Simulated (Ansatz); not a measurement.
# H-type MoTe2 bilayer (3R stacking) in a perpendicular field, part 3 of 3

Aim: how the H-type MoTe2 bilayer (3R stacking) screens a field along its normal, and what the field does to its bands. A positive field points along +c.

Ansatz 0.2.0; plane-wave DFT, PBE-D3(BJ), Ansatz PAW.

So far, gap along the path (eV): step 3 (atoms held, field 0, start network) 0.869; step 6 (field 0.1 V/Å) 0.875; step 7 (field -0.1 V/Å) 0.858; step 8 (field 0.2 V/Å) 0.876; step 9 (field -0.2 V/Å) 0.841.

## Step 10: Atoms held, field 0.3 V/Å

input.yaml reads:

```yaml
crystal:
  lattice:
    - [3.5049339946, 0.0, 0.0]
    - [-1.7524669973, 3.0353618779, 0.0]
    - [0.0, 0.0, 28.4875965139]
  atoms:
    - { symbol: Te, position: [0.3333333333, 0.6666666667, 0.3159269683] }
    - { symbol: Mo, position: [0.0, 0.0, 0.3796903731] }
    - { symbol: Te, position: [0.3333333333, 0.6666666667, 0.4432918512] }
    - { symbol: Te, position: [0.6666666667, 0.3333333333, 0.55666225] }
    - { symbol: Mo, position: [0.3333333333, 0.6666666667, 0.6204099254] }
    - { symbol: Te, position: [0.6666666667, 0.3333333333, 0.6840730317] }
kpoints:
  mp_grid: { grid: [18, 18, 1] }
  band_path:
    path: [[0, 0, 0], [0.5, 0, 0], [0.33333333, 0.33333333, 0], [0, 0, 0]]
    npoints: 16
hamiltonian:
  xc: pbe
  dispersion: d3bj
scf:
  occupations: { method: fermi_dirac, width: 0.02585 }
  convergence: { dr2_threshold: 1.0e-10 }
efield:
  axis: 3
  dipole_correction: true
  ramp_position: 0.9652
  ramp_width: 0.0696
  amplitude: 0.3
output:
  write_potential: true
  write_density: true
  volumetric_format: npy
```

The run is started by

```
$ ansatz run input.yaml --threads 4 --pin off --max-ram 8192MiB --backend cpu --events-out ev --progress --plain --runs-dir out
```

Numbers of over 12 decimals in the logs are rounded to 6 here.

Output:

```text
[...]
Crystal: 6 atoms, lattice volume = 303.072 Å³
Basis set: ecut = 420 eV, 5897 PW (Γ)
Bands: 56, of which v1, the nominal top of the filled ones, is band 46 counted from 1 (45 counted from 0)
Symmetry: 6 space group operations
[...]
k-points: 37 of 324 (time reversal used)
[...]
k-point 0: bands = [... 42 lower, 2.8645, 2.8645, 2.9452, 3.8225, 6.7060, 6.7060, 6.8848, 6.8848, ... 6 higher]
  k-point 1: bands = [... 42 lower, 2.8050, 2.8613, 3.0005, 3.8123, 6.5093, 6.6695, 6.7139, 6.7711, ... 6 higher]
  k-point 2: bands = [... 42 lower, 2.7342, 2.8947, 3.0511, 3.7279, 6.1120, 6.1728, 6.2844, 6.3853, ... 6 higher]
  k-point 36: bands = [... 42 lower, 1.8201, 1.8408, 3.6132, 3.6831, 4.7728, 4.8789, 5.3694, 5.4570, ... 6 higher]
[key lines of the parts left out:]
SCF converged after 16 iterations
Free energy (F): -37836.241176 eV
Fermi energy:    4.250863 eV
Dipole field:    D = 0.135970 V/Å  (p = 0.227734 e·Å, saw-weighted, corrected)
```

Wall time 2.4 min (4 threads of Intel Xeon at 2.50GHz (Skylake/Cascade Lake), shared host); peak memory 1.1 GiB.

The dipole is 0.228 e·Å, 0.223 e·Å from its value without field, and the gap 0.873 eV.

## Step 11: Atoms held, field -0.3 V/Å

input.yaml, as its differences from that of step 10:

```diff
@@ -28,3 +28,3 @@
   ramp_width: 0.0696
-  amplitude: 0.3
+  amplitude: -0.3
 output:
```

Output:

```text
[...]
Crystal: 6 atoms, lattice volume = 303.072 Å³
Basis set: ecut = 420 eV, 5897 PW (Γ)
Bands: 56, of which v1, the nominal top of the filled ones, is band 46 counted from 1 (45 counted from 0)
Symmetry: 6 space group operations
[...]
k-points: 37 of 324 (time reversal used)
[...]
k-point 0: bands = [... 42 lower, 2.9360, 2.9360, 2.9487, 3.8314, 6.6648, 6.6648, 6.8718, 6.8718, ... 6 higher]
  k-point 1: bands = [... 42 lower, 2.8645, 2.8762, 3.0485, 3.8211, 6.4653, 6.6326, 6.6817, 6.7975, ... 6 higher]
  k-point 2: bands = [... 42 lower, 2.7173, 2.8473, 3.1097, 3.7374, 6.0544, 6.1215, 6.3514, 6.4263, ... 6 higher]
  k-point 36: bands = [... 42 lower, 1.6679, 1.9789, 3.5159, 3.7781, 4.7125, 4.9316, 5.2946, 5.4984, ... 6 higher]
[key lines of the parts left out:]
SCF converged after 17 iterations
Free energy (F): -37836.238348 eV
Fermi energy:    4.234898 eV
Dipole field:    D = -0.130342 V/Å  (p = -0.218307 e·Å, saw-weighted, corrected)
```

The job ended after 2.3 min (4 threads; peak memory 1.1 GiB; 5.6 min of CPU time).

The dipole is -0.218 e·Å, -0.223 e·Å from its value without field, and the gap 0.822 eV.

## Step 12: Single point, field 0.4 V/Å

input.yaml, as its differences from that of step 11:

```diff
@@ -26,5 +26,5 @@
   dipole_correction: true
-  ramp_position: 0.9652
-  ramp_width: 0.0696
-  amplitude: -0.3
+  ramp_position: 0.9326
+  ramp_width: 0.1348
+  amplitude: 0.4
 output:
```

Output:

```text
[...]
Crystal: 6 atoms, lattice volume = 303.072 Å³
Basis set: ecut = 420 eV, 5897 PW (Γ)
Bands: 56, of which v1, the nominal top of the filled ones, is band 46 counted from 1 (45 counted from 0)
Symmetry: 6 space group operations
[...]
k-points: 37 of 324 (time reversal used)
[...]
k-point 0: bands = [... 42 lower, 2.8886, 2.8886, 2.9506, 3.8208, 6.6872, 6.6872, 6.7733, 6.8885, ... 6 higher]
  k-point 1: bands = [... 42 lower, 2.8290, 2.8523, 3.0237, 3.8104, 6.4871, 6.6498, 6.7001, 6.7500, ... 6 higher]
  k-point 2: bands = [... 42 lower, 2.7289, 2.8610, 3.0817, 3.7256, 6.0766, 6.1539, 6.3112, 6.3943, ... 6 higher]
  k-point 36: bands = [... 42 lower, 1.7923, 1.8669, 3.5826, 3.7074, 4.7426, 4.9030, 5.3425, 5.4811, ... 6 higher]
[key lines of the parts left out:]
SCF converged after 18 iterations
Free energy (F): -37836.267671 eV
Fermi energy:    4.245200 eV
Dipole field:    D = 0.180417 V/Å  (p = 0.302177 e·Å, saw-weighted, corrected)
```

It took 2.3 min on 4 threads; peak memory 1.1 GiB; 6 min of CPU time.

The dipole is 0.302 e·Å, 0.297 e·Å from its value without field, and the gap 0.865 eV.

## Step 13: Atoms held, field -0.4 V/Å

input.yaml, as its differences from that of step 12:

```diff
@@ -28,3 +28,3 @@
   ramp_width: 0.1348
-  amplitude: 0.4
+  amplitude: -0.4
 output:
```

Output:

```text
[...]
Crystal: 6 atoms, lattice volume = 303.072 Å³
Basis set: ecut = 420 eV, 5897 PW (Γ)
Bands: 56, of which v1, the nominal top of the filled ones, is band 46 counted from 1 (45 counted from 0)
Symmetry: 6 space group operations
[...]
k-points: 37 of 324 (time reversal used)
[...]
k-point 0: bands = [... 42 lower, 2.9551, 2.9604, 2.9604, 3.8326, 6.6388, 6.6388, 6.6961, 6.8591, ... 6 higher]
  k-point 1: bands = [... 42 lower, 2.8617, 2.9006, 3.0753, 3.8220, 6.4355, 6.5916, 6.6600, 6.7632, ... 6 higher]
  k-point 2: bands = [... 42 lower, 2.7379, 2.8193, 3.1415, 3.7382, 6.0133, 6.0990, 6.3784, 6.4439, ... 6 higher]
  k-point 36: bands = [... 42 lower, 1.6367, 2.0034, 3.4848, 3.8020, 4.6816, 4.9529, 5.2659, 5.5131, ... 6 higher]
[key lines of the parts left out:]
SCF converged after 18 iterations
Free energy (F): -37836.263899 eV
Fermi energy:    4.226089 eV
Dipole field:    D = -0.174783 V/Å  (p = -0.292741 e·Å, saw-weighted, corrected)
```

Wall time 2.3 min (4 threads); peak memory 1.1 GiB; 5.8 min of CPU time.

The dipole is -0.293 e·Å, -0.297 e·Å from its value without field, and the gap 0.799 eV.

## Step 14: Response, atoms held

This step: plane-wave DFT, PBE-D3(BJ), Ansatz PAW; response to a field along the normal, atoms held (Ansatz 0.2.0).

The dipoles give the slope, and the difference of two potentials shows where the field is screened.

This step gave:

```yaml
equivalent_conductor_thickness_p_eps_0ae: 12.64 Å
distance_between_the_outer_atoms: 10.49 Å
```

Dipole of the cell against applied field:

| applied field (V/Å) | dipole of the cell (e·Å) |
| --- | --- |
| -0.400 | -0.293 |
| -0.300 | -0.218 |
| -0.200 | -0.144 |
| -0.100 | -0.0696 |
| -0.050 | -0.0324 |
| 0.000 | 0.00471 |
| 0.050 | 0.0419 |
| 0.100 | 0.0790 |
| 0.200 | 0.153 |
| 0.300 | 0.228 |
| 0.400 | 0.302 |

Local field over the applied field, running mean. From the potentials at -0.05 and 0.05 V/Å; running mean over 2.8 Å. Local field over applied field against z:

| z (Å) | local field over applied field |
| --- | --- |
| 4.5 | 0.995 |
| 5.0 | 0.988 |
| 5.5 | 0.968 |
| 6.0 | 0.922 |
| 6.5 | 0.832 |
| 7.0 | 0.695 |
| 7.5 | 0.539 |
| 8.0 | 0.378 |
| 8.5 | 0.229 |
| 9.0 | 0.118 |
| 9.5 | 0.0598 |
| 10.0 | 0.0379 |
| 10.5 | 0.0276 |
| 11.0 | 0.0261 |
| 11.5 | 0.0324 |
| 12.0 | 0.0431 |
| 12.5 | 0.0665 |
| 13.0 | 0.105 |
| 13.5 | 0.140 |
| 14.0 | 0.157 |
| 14.5 | 0.156 |
| 15.0 | 0.137 |
| 15.5 | 0.101 |
| 16.0 | 0.0631 |
| 16.5 | 0.0408 |
| 17.0 | 0.0314 |
| 17.5 | 0.0260 |
| 18.0 | 0.0277 |
| 18.5 | 0.0380 |
| 19.0 | 0.0606 |
| 19.5 | 0.120 |
| 20.0 | 0.233 |
| 20.5 | 0.382 |
| 21.0 | 0.542 |
| 21.5 | 0.698 |
| 22.0 | 0.834 |
| 22.5 | 0.924 |
| 23.0 | 0.969 |
| 23.5 | 0.988 |
| 24.0 | 0.996 |

Electrons, planar mean, per unit field. The induced electron density by z:

| z (Å) | induced electron density (e/Å³ per V/Å) |
| --- | --- |
| 5 | 4.8e-5 |
| 6 | 3.4e-4 |
| 7 | 0.00181 |
| 8 | 0.00291 |
| 9 | 6.7e-4 |
| 10 | -4.3e-4 |
| 11 | 2.7e-4 |
| 12 | -1.3e-4 |
| 13 | -6.4e-4 |
| 14 | -6.7e-4 |
| 15 | 0.00104 |
| 16 | 3.0e-4 |
| 17 | -2.5e-4 |
| 18 | 2.0e-4 |
| 19 | -3.3e-4 |
| 20 | -8.7e-4 |
| 21 | -0.00311 |
| 22 | -8.0e-4 |
| 23 | -1.3e-4 |
| 24 | -1.6e-5 |

The smaller of the gaps on the path and on the k-mesh, counted as 0 under 0.03 eV. Gap against applied field:

| applied field (V/Å) | gap (eV) |
| --- | --- |
| -0.400 | 0.799 |
| -0.300 | 0.822 |
| -0.200 | 0.842 |
| -0.100 | 0.858 |
| -0.050 | 0.864 |
| 0.000 | 0.870 |
| 0.050 | 0.873 |
| 0.100 | 0.875 |
| 0.200 | 0.876 |
| 0.300 | 0.873 |
| 0.400 | 0.865 |

By hand: between -0.05 and 0.05 V/Å the dipole changes by 0.07431 e·Å, a slope of 0.7431 e·Å²/V. A perfect conductor of thickness t has p = ε₀AEt, so t = 180.95 × 0.7431 / 10.639 = 12.64 Å (e/ε₀ = 180.95 V·Å, A in Å²).

The induced dipole is that of a conductor 12.64 Å thick.

## Step 15: What came out

| Quantity | Value |
| --- | --- |
| gap without field | 0.869 eV |
| ionisation energy, upper face | 4.62 eV |
| electron affinity, upper face | 3.75 eV |
| step between the vacuum levels | -0.0801 eV |
| equivalent conductor thickness, atoms held | 12.6 Å |

The induced dipole equals that of a perfect conductor 12.64 Å thick, while the outer atoms lie 10.49 Å apart; an out-of-plane ε follows only once a thickness t is chosen, by 1 − 1/ε = 12.64 Å / t. The two faces differ: the vacuum level above lies 0.08 eV lower than the one below. The gap goes from 0.87 eV to 0.80 eV at -0.4 V/Å. Semilocal functionals give gaps that are too small, and excitons are not included. Spin-orbit coupling is left out, which matters for the bands of elements this heavy.

[Logs are printed without paths, hosts, clocks, repeated set-up lines and the standing remarks that a program may print on its own settings, such as how far it seeks lower states.]

[Hosts, paths, dates, database ids (printed as entryN), source tags and the programs' standing remarks are cut or masked in the printed files.]

[Maps of the electrostatic potential energy from Ansatz leave out the sawtooth potential of an applied field or a dipole correction, so their vacuum need not be flat; planar profiles and work functions include it.]
